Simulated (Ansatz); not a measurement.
# GeSe: the cell at several levels of theory, part 2 of 2

Ansatz 0.2.0, plane waves.

### Step 3. Relaxing with r2SCAN+rVV10

The cell of step 2 is the starting point.

Contents of input.yaml:

```yaml
crystal:
  lattice:
    - [11.0031141006, 0.0, 0.0]
    - [0.0, 3.8828187362, 0.0]
    - [0.0, 0.0, 4.4165994063]
  atoms:
    - { symbol: Ge, position: [0.1244977356, 0.75, 0.8882318181] }
    - { symbol: Ge, position: [0.6244977356, 0.75, 0.6117681819] }
    - { symbol: Ge, position: [0.3755022644, 0.25, 0.3882318181] }
    - { symbol: Ge, position: [0.8755022644, 0.25, 0.1117681819] }
    - { symbol: Se, position: [0.8546979233, 0.75, 0.5007117821] }
    - { symbol: Se, position: [0.3546979233, 0.75, -0.0007117821] }
    - { symbol: Se, position: [0.6453020767, 0.25, 1.0007117821] }
    - { symbol: Se, position: [0.1453020767, 0.25, 0.4992882179] }
kpoints:
  mp_grid: { grid: [2, 6, 6] }
hamiltonian:
  xc: r2scan
  dispersion: rvv10
scf:
  occupations: { method: fermi_dirac, width: 0.02 }
relax:
  f_tol: 0.005
  cell: {}
```

Started as:

```bash
$ ansatz run input.yaml --threads 8 --pin off --max-ram 20275MiB --backend cpu --events-out ev --progress --plain --runs-dir out
```

Standard output, cut to the lines that bear on the results:

```text
Warning: RAYON_NUM_THREADS=8 ignored (pool sized by the plan → 8); use --threads N
[...]
Pseudopotentials: kind: paw
Pseudopotential: Ge, paw, valence charge 14, recommended cutoff 500 eV (meta_gga), Ge.paw.azcp
Pseudopotential: Se, paw, valence charge 16, recommended cutoff 500 eV (meta_gga), Se.paw.azcp
Functional definition: r2SCAN+rVV10
[...]
Crystal: 8 atoms, lattice volume = 188.691 Å³
Basis set: ecut = 500 eV, 4787 PW (Γ), exchange–correlation on 360×128×160 points (64 copies of the dense FFT grid, shifted against one another)
Bands: 72, of which v1, the nominal top of the filled ones, is band 60 counted from 1 (59 counted from 0)
Symmetry: 8 space group operations
Space group: Pnma (ITA 62), of the structure as read, at distance tolerance 5.7e-5 Å
k-points: 32 of 72
[...]
rVV10 density: all electrons in the spheres
[...]
  cell:  # Å, volume = 190.0145 Å³
    - [11.01030350584634, -1.4778587433571361e-31, -1.6963863522905844e-17]
    - [-5.632330882547788e-32, 3.804331360918999, 1.7731396021212988e-32]
    - [-6.80921681614977e-18, 2.0168974773414628e-32, 4.536377557355482]
  atoms:
    - { symbol: Ge, position: [0.1254375675102386, 0.7499999999999998, 0.8860310509494955] }
    - { symbol: Ge, position: [0.6254375675102387, 0.7499999999999998, 0.6139689490505046] }
    - { symbol: Ge, position: [0.37456243248976134, 0.24999999999999992, 0.3860310509494955] }
    - { symbol: Ge, position: [0.8745624324897615, 0.24999999999999992, 0.11396894905050452] }
    - { symbol: Se, position: [0.8516134868635166, 0.7499999999999998, 0.4877997460694252] }
    - { symbol: Se, position: [0.35161348686351634, 0.7499999999999998, 0.012200253930574854] }
    - { symbol: Se, position: [0.6483865131364835, 0.24999999999999992, 0.9877997460694253] }
    - { symbol: Se, position: [0.14838651313648366, 0.24999999999999992, 0.5122002539305748] }
```

Run time: 1.8 min. Hardware: 8 threads of Intel Xeon at 2.70GHz, shared host; peak memory 1.8 GiB.

Step by step:

```tsv
step	energy change (meV/atom)	largest force (eV/Å)	pressure (GPa)	volume (Å³/atom)
1	0.0	0.2006	-1.18	23.586
2	-3.3	0.1066	0.18	23.921
3	-5.1	0.0235	0.15	23.581
4	-5.4	0.0291	-0.18	23.802
5	-5.5	0.0192	-0.06	23.772
6	-5.5	0.0211	0.02	23.729
7	-5.6	0.0061	0.03	23.737
8	-5.6	0.0002	0.00	23.752
9	-5.6	0.0002	0.00	23.752
```

The table lists every geometry solved, with passes on a fresh basis, whose energies don't compare exactly with the rows above.

|  | before | after | change |
| --- | --- | --- | --- |
| a (Å) | 11.003 | 11.010 | +0.07 % |
| b (Å) | 3.883 | 3.804 | -2.02 % |
| c (Å) | 4.417 | 4.536 | +2.71 % |
| volume (Å³/atom) | 23.586 | 23.752 | +0.70 % |
| shortest distance (Å) | 2.580 | 2.555 | -0.96 % |
| space group | Pnma | Pnma | same |

### Step 4. Relaxation with PBE-D4

Changes to input.yaml since step 3:

```diff
@@ -17,4 +17,4 @@
 hamiltonian:
-  xc: r2scan
-  dispersion: rvv10
+  xc: pbe
+  dispersion: d4
 scf:
```

Started as:

```bash
$ ansatz run input.yaml --threads 8 --pin off --max-ram 20275MiB --backend cpu --events-out ev --progress --plain --runs-dir out
```

Standard output:

```text
Warning: RAYON_NUM_THREADS=8 ignored (pool sized by the plan → 8); use --threads N
[... 9 set-up lines as earlier in the session ...]
Crystal: 8 atoms, lattice volume = 188.691 Å³
Basis set: ecut = 420 eV, 3707 PW (Γ), exchange–correlation on 150×54×60 points (8 copies of the dense FFT grid, shifted against one another)
Bands: 72, of which v1, the nominal top of the filled ones, is band 60 counted from 1 (59 counted from 0)
[... 2 set-up lines as earlier in the session ...]
k-points: 32 of 72
[... 8 set-up lines as earlier in the session ...]
SCF iter   1: F=—  HF=-39061.228474 eV  |F-HF|=—  |Δ(HF+E_count)|=         —  Δρ=1.36e-3  dr2=4.17e-3  ethr=1.77e-3  ⟨swp⟩=6.2  Hψ=7893  notcnv=0  defer=4
preconditioner: auto → Resta (q_TF=auto, 2.530 Å⁻¹)  ε∞=4.5  [insulator: Δε(μ)=0.717 eV  Ē_g=9.139 eV  σ=0.020 eV  W_gap=1.00  n_scr=56 (ndim 8)  ℏωp=17.1 eV  f_vac=0.001  D(μ)=0.00/eV (n_scr^D=0)  ε∞_Penn≈4.5]
SCF iter   2: F=—  HF=-39061.226708 eV  |F-HF|=—  |Δ(HF+E_count)|=   1.77e-3  Δρ=7.49e-4  dr2=1.16e-3  ethr=3.47e-6  ⟨swp⟩=2.0  Hψ=4643  notcnv=0  defer=142
SCF iter   3: F=—  HF=-39061.227180 eV  |F-HF|=—  |Δ(HF+E_count)|=   4.72e-4  Δρ=2.18e-4  dr2=1.03e-4  ethr=9.65e-7  ⟨swp⟩=2.0  Hψ=4178  notcnv=0  defer=142
SCF iter   4: F=—  HF=-39061.227150 eV  |F-HF|=—  |Δ(HF+E_count)|=   3.03e-5  Δρ=9.88e-5  dr2=2.04e-5  ethr=8.58e-8  ⟨swp⟩=2.0  Hψ=4039  notcnv=0  defer=142
SCF iter   5: F=—  HF=-39061.227065 eV  |F-HF|=—  |Δ(HF+E_count)|=   8.41e-5  Δρ=2.56e-5  dr2=1.75e-6  ethr=1.70e-8  ⟨swp⟩=2.0  Hψ=4039  notcnv=0  defer=142
SCF iter   6: F=—  HF=-39061.227066 eV  |F-HF|=—  |Δ(HF+E_count)|=   1.04e-6  Δρ=8.26e-6  dr2=1.28e-7  ethr=1.45e-9  ⟨swp⟩=2.7  Hψ=3995  notcnv=0  defer=142
SCF iter   7: F=-39061.227066 eV  HF=-39061.227067 eV  |F-HF|=3.69e-8  |Δ(HF+E_count)|=   1.09e-7  Δρ=3.32e-6  dr2=1.78e-8  ethr=8.33e-11  ⟨swp⟩=4.0  Hψ=8184  notcnv=0
SCF 1 converged in 7 iterations: F = -39061.227066 eV  dr2 = 1.78e-8
relax step   1: F+E_penalty+E_count = -39061.22706650 eV  Δ(F+E_penalty+E_count) = +0.000e0 eV  max|allowed force component| = 7.173e-3 eV/Å  Δτ_max = 0.0000 Å  P = -1.019 GPa  Ω = 188.691 Å³  (7 SCF iters, dr2 threshold 1.00e-7 eV, accepted)
Crystal: 8 atoms, lattice volume = 174.947 Å³
Basis set: ecut = 420 eV, 3425 PW (Γ), exchange–correlation on 150×54×60 points (8 copies of the dense FFT grid, shifted against one another)
[... 2 set-up lines as earlier in the session ...]
iter 1 solved again at ethr=4.12e-5 eV; its pass at ethr=3.10e-3 eV (dr2=4.95e-2 eV) is discarded
SCF iter   1: F=—  HF=-39061.244223 eV  |F-HF|=—  |Δ(HF+E_count)|=         —  Δρ=5.21e-3  dr2=5.00e-2  ethr=4.12e-5  ⟨swp⟩=2.5  Hψ=9688  notcnv=0
preconditioner: auto → Resta (q_TF=auto, 2.562 Å⁻¹)  ε∞=2.8  [insulator: Δε(μ)=0.407 eV  Ē_g=18.776 eV  σ=0.020 eV  W_gap=1.00  n_scr=56 (ndim 8)  ℏωp=25.1 eV  f_vac=0.000  D(μ)=0.00/eV (n_scr^D=0)  ε∞_Penn≈2.8]
SCF iter   2: F=—  HF=-39061.233975 eV  |F-HF|=—  |Δ(HF+E_count)|=   1.02e-2  Δρ=2.50e-3  dr2=1.03e-2  ethr=4.12e-5  ⟨swp⟩=2.2  Hψ=2862  notcnv=0
SCF iter   3: F=—  HF=-39061.232201 eV  |F-HF|=—  |Δ(HF+E_count)|=   1.77e-3  Δρ=3.96e-4  dr2=2.91e-4  ethr=8.57e-6  ⟨swp⟩=3.0  Hψ=4314  notcnv=0
SCF iter   4: F=—  HF=-39061.232249 eV  |F-HF|=—  |Δ(HF+E_count)|=   4.87e-5  Δρ=9.39e-5  dr2=1.45e-5  ethr=2.42e-7  ⟨swp⟩=2.0  Hψ=4224  notcnv=0
SCF iter   5: F=—  HF=-39061.232245 eV  |F-HF|=—  |Δ(HF+E_count)|=   4.87e-6  Δρ=3.11e-5  dr2=1.96e-6  ethr=1.21e-8  ⟨swp⟩=2.0  Hψ=4224  notcnv=0
SCF iter   6: F=-39061.232246 eV  HF=-39061.232245 eV  |F-HF|=1.39e-7  |Δ(HF+E_count)|=   7.75e-7  Δρ=9.79e-6  dr2=1.81e-7  ethr=6.67e-10  ⟨swp⟩=4.0  Hψ=7701  notcnv=0
WARN: dispersion: an atom stands within reach of a switch of its C6 between two reference coordination numbers of its element: through that C6 alone, e_disp changes by 0.025 eV or more while the distances to its neighbours run over a stretch of 0.05 Å that contains this geometry (sites counted from 0 in the run's list of atoms or, in a supercell that it derives, in that cell's: here a list of 8) — site 0 (Ge): coordination number 2.923 (about 2.67 to 3.18 with every neighbour 0.05 Å farther or nearer), switch near 3.251 between the references 2.784 (weight 0.97) and 3.718 (weight 0.02), e_disp changing by some 0.03 eV; site 1 (Ge): coordination number 2.923 (about 2.67 to 3.18 with every neighbour 0.05 Å farther or nearer), switch near 3.251 between the references 2.784 (weight 0.97) and 3.718 (weight 0.02), e_disp changing by some 0.03 eV; site 2 (Ge): coordination number 2.923 (about 2.67 to 3.18 with every neighbour 0.05 Å farther or nearer), switch near 3.251 between the references 2.784 (weight 0.97) and 3.718 (weight 0.02), e_disp changing by some 0.03 eV; site 3 (Ge): coordination number 2.923 (about 2.67 to 3.18 with every neighbour 0.05 Å farther or nearer), switch near 3.251 between the references 2.784 (weight 0.97) and 3.718 (weight 0.02), e_disp changing by some 0.03 eV; some 0.10 eV in sum. This is how the published method behaves, and the energy and the forces stay consistent. Where you compare this geometry's total energy with another's, compare their components.e_disp too, and, where the geometries are yours to choose, keep both on one side of the switch, which a site's coordination number tells: a relaxation that ends in reach of it can search the other side under relax.adjacent_minimum: search, except where no move that the cell, the constraints and the symmetry allow carries the atom there
SCF 2 converged in 6 iterations: F = -39061.232246 eV  dr2 = 1.81e-7
relax step   2: F+E_penalty+E_count = -39061.23224553 eV  Δ(F+E_penalty+E_count) = -5.179e-3 eV  max|allowed force component| = 9.985e-2 eV/Å  Δτ_max = 0.0730 Å  P = +1.127 GPa  Ω = 174.947 Å³  energy of the carried Pulay correction = +1.664e-3 eV  (6 SCF iters, dr2 threshold 8.00e-7 eV, accepted)
Crystal: 8 atoms, lattice volume = 182.845 Å³
Basis set: ecut = 420 eV, 3599 PW (Γ), exchange–correlation on 150×54×60 points (8 copies of the dense FFT grid, shifted against one another)
iter 1 solved again at ethr=1.68e-5 eV; its pass at ethr=3.10e-3 eV (dr2=2.02e-2 eV) is discarded
SCF iter   1: F=—  HF=-39061.260114 eV  |F-HF|=—  |Δ(HF+E_count)|=         —  Δρ=3.34e-3  dr2=2.03e-2  ethr=1.68e-5  ⟨swp⟩=2.2  Hψ=9683  notcnv=0
preconditioner: auto → Resta (q_TF=auto, 2.543 Å⁻¹)  ε∞=4.5  [insulator: Δε(μ)=0.591 eV  Ē_g=9.255 eV  σ=0.020 eV  W_gap=1.00  n_scr=56 (ndim 8)  ℏωp=17.4 eV  f_vac=0.000  D(μ)=0.00/eV (n_scr^D=0)  ε∞_Penn≈4.5]
SCF iter   2: F=—  HF=-39061.255884 eV  |F-HF|=—  |Δ(HF+E_count)|=   4.23e-3  Δρ=1.59e-3  dr2=3.83e-3  ethr=1.68e-5  ⟨swp⟩=2.0  Hψ=2864  notcnv=0
SCF iter   3: F=—  HF=-39061.255268 eV  |F-HF|=—  |Δ(HF+E_count)|=   6.16e-4  Δρ=3.36e-4  dr2=2.06e-4  ethr=3.19e-6  ⟨swp⟩=3.0  Hψ=4594  notcnv=0
SCF iter   4: F=—  HF=-39061.255213 eV  |F-HF|=—  |Δ(HF+E_count)|=   5.47e-5  Δρ=1.47e-4  dr2=4.26e-5  ethr=1.72e-7  ⟨swp⟩=2.0  Hψ=4224  notcnv=0
SCF iter   5: F=—  HF=-39061.255220 eV  |F-HF|=—  |Δ(HF+E_count)|=   6.43e-6  Δρ=3.22e-5  dr2=2.49e-6  ethr=3.55e-8  ⟨swp⟩=3.0  Hψ=3584  notcnv=0
SCF iter   6: F=-39061.255220 eV  HF=-39061.255221 eV  |F-HF|=4.94e-7  |Δ(HF+E_count)|=   1.20e-6  Δρ=1.55e-5  dr2=3.47e-7  ethr=6.67e-10  ⟨swp⟩=4.0  Hψ=7732  notcnv=0
SCF 3 converged in 6 iterations: F = -39061.255220 eV  dr2 = 3.47e-7
relax step   3: F+E_penalty+E_count = -39061.25522022 eV  Δ(F+E_penalty+E_count) = -2.297e-2 eV  max|allowed force component| = 1.520e-2 eV/Å  Δτ_max = 0.0448 Å  P = -0.447 GPa  Ω = 182.845 Å³  energy of the carried Pulay correction = +6.926e-4 eV  (6 SCF iters, dr2 threshold 8.00e-7 eV, accepted)
[... from here on, the SCF cycles and remarks between the steps are left out ...]
relax step   4: F+E_penalty+E_count = -39061.25915863 eV  Δ(F+E_penalty+E_count) = -3.938e-3 eV  max|allowed force component| = 1.395e-2 eV/Å  Δτ_max = 0.0084 Å  P = -0.207 GPa  Ω = 181.127 Å³  energy of the carried Pulay correction = +9.003e-4 eV  (6 SCF iters, dr2 threshold 8.00e-7 eV, accepted)
relax step   5: F+E_penalty+E_count = -39061.26097196 eV  Δ(F+E_penalty+E_count) = -1.813e-3 eV  max|allowed force component| = 8.011e-3 eV/Å  Δτ_max = 0.0092 Å  P = +0.086 GPa  Ω = 179.420 Å³  energy of the carried Pulay correction = +1.109e-3 eV  (6 SCF iters, dr2 threshold 3.59e-7 eV, accepted)
relax step   6: F+E_penalty+E_count = -39061.26093394 eV  Δ(F+E_penalty+E_count) = +3.802e-5 eV  max|allowed force component| = 1.405e-2 eV/Å  Δτ_max = 0.0081 Å  P = -0.057 GPa  Ω = 179.775 Å³  energy of the carried Pulay correction = +1.065e-3 eV  (6 SCF iters, dr2 threshold 1.09e-7 eV, accepted)
relax step   7: F+E_penalty+E_count = -39061.26132216 eV  Δ(F+E_penalty+E_count) = -3.882e-4 eV  max|allowed force component| = 5.363e-3 eV/Å  Δτ_max = 0.0087 Å  P = -0.008 GPa  Ω = 179.694 Å³  energy of the carried Pulay correction = +1.075e-3 eV  (6 SCF iters, dr2 threshold 6.58e-8 eV, accepted)
relax step   8: F+E_penalty+E_count = -39061.26133626 eV  Δ(F+E_penalty+E_count) = -1.410e-5 eV  max|allowed force component| = 6.775e-3 eV/Å  Δτ_max = 0.0059 Å  P = +0.010 GPa  Ω = 179.664 Å³  energy of the carried Pulay correction = +1.079e-3 eV  (6 SCF iters, dr2 threshold 1.80e-9 eV, accepted)
relax step   9: F+E_penalty+E_count = -39061.26122602 eV  Δ(F+E_penalty+E_count) = +1.102e-4 eV  max|allowed force component| = 1.104e-2 eV/Å  Δτ_max = 0.0107 Å  P = -0.022 GPa  Ω = 179.778 Å³  energy of the carried Pulay correction = +1.065e-3 eV  (6 SCF iters, dr2 threshold 2.87e-9 eV, rejected (line search))
relax step  10: F+E_penalty+E_count = -39061.26137827 eV  Δ(F+E_penalty+E_count) = -4.201e-5 eV  max|allowed force component| = 9.130e-4 eV/Å  Δτ_max = 0.0037 Å  P = -0.001 GPa  Ω = 179.695 Å³  energy of the carried Pulay correction = +1.075e-3 eV  (7 SCF iters, accepted)
[... 1 set-up line as earlier in the session ...]
iter 1 solved again at ethr=8.69e-8 eV; its pass at ethr=3.10e-3 eV (dr2=1.04e-4 eV) is discarded
SCF iter   1: F=—  HF=-39061.260262 eV  |F-HF|=—  |Δ(HF+E_count)|=         —  Δρ=2.77e-5  dr2=3.06e-7  ethr=8.69e-8  ⟨swp⟩=3.0  Hψ=14387  notcnv=0
preconditioner: auto → Resta (q_TF=auto, 2.551 Å⁻¹)  ε∞=2.8  [insulator: Δε(μ)=0.484 eV  Ē_g=18.705 eV  σ=0.020 eV  W_gap=1.00  n_scr=56 (ndim 8)  ℏωp=24.8 eV  f_vac=0.000  D(μ)=0.00/eV (n_scr^D=0)  ε∞_Penn≈2.8]
SCF iter   2: F=—  HF=-39061.260255 eV  |F-HF|=—  |Δ(HF+E_count)|=   7.16e-6  Δρ=2.19e-5  dr2=3.42e-7  ethr=2.55e-10  ⟨swp⟩=2.0  Hψ=4224  notcnv=0
SCF iter   3: F=—  HF=-39061.260255 eV  |F-HF|=—  |Δ(HF+E_count)|=   2.04e-7  Δρ=7.34e-6  dr2=3.61e-8  ethr=2.55e-10  ⟨swp⟩=2.9  Hψ=3709  notcnv=0
SCF iter   4: F=—  HF=-39061.260255 eV  |F-HF|=—  |Δ(HF+E_count)|=   8.24e-9  Δρ=8.58e-7  dr2=6.26e-10  ethr=3.01e-11  ⟨swp⟩=2.0  Hψ=3584  notcnv=0
SCF iter   5: F=—  HF=-39061.260255 eV  |F-HF|=—  |Δ(HF+E_count)|=  8.00e-11  Δρ=2.52e-7  dr2=7.33e-11  ethr=1.00e-12  ⟨swp⟩=2.0  Hψ=3942  notcnv=0
SCF iter   6: F=-39061.260255 eV  HF=-39061.260255 eV  |F-HF|=7.28e-12  |Δ(HF+E_count)|=  8.00e-11  Δρ=5.93e-8  dr2=5.06e-12  ethr=1.00e-12  ⟨swp⟩=4.0  Hψ=7802  notcnv=0
SCF 11 converged in 6 iterations: F = -39061.260255 eV  dr2 = 5.06e-12
relax step  11: F+E_penalty+E_count = -39061.26025539 eV  Δ(F+E_penalty+E_count) = +1.123e-3 eV  max|allowed force component| = 9.452e-4 eV/Å  Δτ_max = 0.0000 Å  P = +0.001 GPa  Ω = 179.695 Å³  stress off target by 1.65e-3 GPa  SCF on the basis re-selected at this cell (its energy is not comparable with the rows above)  (6 SCF iters)
basis re-selected at this cell: Δ(F+E_penalty+E_count) = +1.123e-3 eV, ΔP = +0.002 GPa vs the last step (what re-selecting the basis moved, of the pressure what is left beyond the Pulay correction that the steps carried, after the strain that the cell walked since its last selection, with what the two solves' SCF thresholds leave and, on support functions, any second-order correction that the steps lacked; it is no measure of the basis error at this ecutwfc). This SCF's stress stands 1.65e-3 GPa from its target on what of the cell is left free (relax.cell.stress_tol is 5.00e-2 GPa) and its largest allowed force component is 9.45e-4 eV/Å (relax.f_tol is 5.00e-3 eV/Å): within both
SCF converged after 6 iterations
Free energy (F): -39061.260255 eV
Harris-Foulkes:  -39061.260255 eV  (|F-HF|=7.28e-12)
Internal energy: -39061.260255 eV  (E = F + TS)
E sigma→0 (E₀):  -39061.260255 eV
Entropy (-TS):   -0.000000 eV (-0.000 meV/atom)
Fermi energy:    9.274202 eV
--- Per-component energies (eV) ---
  E_band       = -2042.486859
  E_kinetic    = 912.979716
  E_local      = -18503.124635  (includes V_loc(G=0)·N_el)
  E_nonlocal   = -725.636013
  E_hartree    = 8631.738401
  E_xc         = -718.994933
  E_vxc        = -650.120551  (∫ρ·V_xc dr)
  E_paw        = -15705.229813  (= ΣΔE_a)
  E_vpaw       = -340.061053  (= ΣTr[D̂ρ^β])
  E_aug_tail   = -0.001176  (compensation charges beyond the density's cutoff)
  E_ewald      = -12949.655784
  E_disp       = -3.336018  (pairwise vdW)
  E_smearing   = -0.000000  (= −TS)
  E_closure    = 0.000000  (closes the sum)
  Σ components = -39061.260255   (vs F -39061.260255, Δ=0.00e0)
--- Forces (eV/Å), atoms counted from 1 ---
  atom   1  Ge     0.00022940     0.00000000     0.00014771
  atom   2  Ge     0.00022940     0.00000000    -0.00014771
  atom   3  Ge    -0.00022940     0.00000000     0.00014771
  atom   4  Ge    -0.00022940     0.00000000    -0.00014771
  atom   5  Se     0.00094522     0.00000000    -0.00008450
  atom   6  Se     0.00094522     0.00000000     0.00008450
  atom   7  Se    -0.00094522     0.00000000    -0.00008450
  atom   8  Se    -0.00094522     0.00000000     0.00008450
  max |Σ_I F_I| component: 2.17e-19 eV/Å
--- Stress (GPa, compression-positive) ---
        0.001646      -0.000000      -0.000000
       -0.000000       0.001347      -0.000000
       -0.000000      -0.000000       0.000464
  P = ⅓ Tr σ = 0.0012 GPa (0.012 kbar)
--- Relaxed structure (10 steps of the walk, 9 accepted, 1 SCFs on fresh bases) ---
  F+E_penalty+E_count = -39061.26025539 eV   max|allowed force component| = 9.452e-4 eV/Å   (the final SCF, on the basis selected at the relaxed cell)
  cell:  # Å, volume = 179.6953 Å³
    - [10.8261520170393, -7.044358418699472e-32, 2.7237565799628142e-17]
    - [-2.7522984120832207e-32, 3.868445557549674, 5.21511647682735e-34]
    - [1.0933033670271129e-17, 5.932051403945478e-34, 4.290679147493847]
  atoms:
    - { symbol: Ge, position: [0.12129454214603937, 0.75, 0.8949649302980478] }
    - { symbol: Ge, position: [0.6212945421460394, 0.75, 0.605035069701952] }
    - { symbol: Ge, position: [0.37870545785396054, 0.25, 0.3949649302980481] }
    - { symbol: Ge, position: [0.8787054578539609, 0.25, 0.10503506970195188] }
    - { symbol: Se, position: [0.8555969760552127, 0.75, 0.5034560019868961] }
    - { symbol: Se, position: [0.35559697605521257, 0.75, -0.003456001986896119] }
    - { symbol: Se, position: [0.6444030239447873, 0.25, 1.003456001986896] }
    - { symbol: Se, position: [0.14440302394478746, 0.25, 0.49654399801310384] }
```

It took 52 s on 8 threads of Intel Xeon at 2.70GHz, shared host; peak memory 1.1 GiB.

The steps:

```tsv
step	energy change (meV/atom)	largest force (eV/Å)	pressure (GPa)	volume (Å³/atom)
1	0.0	0.0072	-1.02	23.586
2	-0.6	0.0998	1.13	21.868
3	-3.5	0.0152	-0.45	22.856
4	-4.0	0.0139	-0.21	22.641
5	-4.2	0.0080	0.09	22.428
6	-4.2	0.0140	-0.06	22.472
7	-4.3	0.0054	-0.01	22.462
8	-4.3	0.0068	0.01	22.458
9*	-4.3	0.0110	-0.02	22.472
10	-4.3	0.0009	0.00	22.462
11	-4.1	0.0009	0.00	22.462
```

A star marks a trial step that the optimiser took back.

Step 11 solves the same cell on a plane-wave basis chosen anew, so the energy can jump there without a move.

The table lists every geometry solved, with passes on a fresh basis, whose energies don't compare exactly with the rows above.

|  | before | after | change |
| --- | --- | --- | --- |
| a (Å) | 11.003 | 10.826 | -1.61 % |
| b (Å) | 3.883 | 3.868 | -0.37 % |
| c (Å) | 4.417 | 4.291 | -2.85 % |
| volume (Å³/atom) | 23.586 | 22.462 | -4.77 % |
| shortest distance (Å) | 2.580 | 2.574 | -0.24 % |
| space group | Pnma | Pnma | same |

### Step 5. The cells side by side

What follows sums up all 2 parts.

| level | a (Å) | b (Å) | c (Å) | volume (Å³/atom) | space group | SCF geometries |
| --- | --- | --- | --- | --- | --- | --- |
| PBE-D3(BJ) | 11.003 | 3.883 | 4.417 | 23.586 | Pnma | 9 |
| r2SCAN+rVV10 | 11.010 | 3.804 | 4.536 | 23.752 | Pnma | 9 |
| PBE-D4 | 10.826 | 3.868 | 4.291 | 22.462 | Pnma | 11 |

The first relaxation changed the volume by +4.5 % from the start. PBE-D4 gives the smallest cell and r2SCAN+rVV10 the largest; they differ by 5.7 % in volume, a mean of 1.9 % in length. A measured a is 10.82 Å (quoted in “Liquid-Phase Exfoliated GeSe Nanoflakes for Photoelectrochemical-Type Photodetectors and Photoelectrochemical Water Splitting”, 2020, pmc:8011798); the misses are PBE-D3(BJ) +1.7 %, r2SCAN+rVV10 +1.8 %, PBE-D4 +0.1 %. 2 values of this kind are on record (10.82 to 10.84 Å); this one was drawn at random. A measured c is 4.403 Å (quoted in “Liquid-Phase Exfoliated GeSe Nanoflakes for Photoelectrochemical-Type Photodetectors and Photoelectrochemical Water Splitting”, 2020, pmc:8011798); the misses are PBE-D3(BJ) +0.3 %, r2SCAN+rVV10 +3.0 %, PBE-D4 -2.6 %. The calculation is for a static lattice, without the thermal expansion and zero-point motion that a deposited cell holds.
